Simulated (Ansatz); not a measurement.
Consider ZnTe in the zinc blende structure (space group F-43m, No. 216; a = 6.1134 Å).

Levels (all Ansatz, an electronic-structure program, PAW): r2SCAN (500 eV, no spin-orbit coupling); HSE06 (420 eV, scalar-relativistic without spin-orbit coupling).

Its gap is 1.79 eV with r2SCAN and 2.24 eV with HSE06.

One thing is altered: an isotropic linear strain of −1.38 %, atoms relaxed at fixed cell.

With r2SCAN the gap becomes 2.00 eV.

Problem. If the HSE06 correction stayed the same, what would the HSE06 gap be, and what does the HSE06 run give?

Solution. A rigid correction of +0.45 eV gives 2.45 eV. The HSE06 run gives 2.46 eV, so the two effects roughly add.

Single points use the geometry relaxed with r2SCAN. Spin-orbit coupling, missing from the scalar runs, can matter with Te. Stability against distortions was not tested.
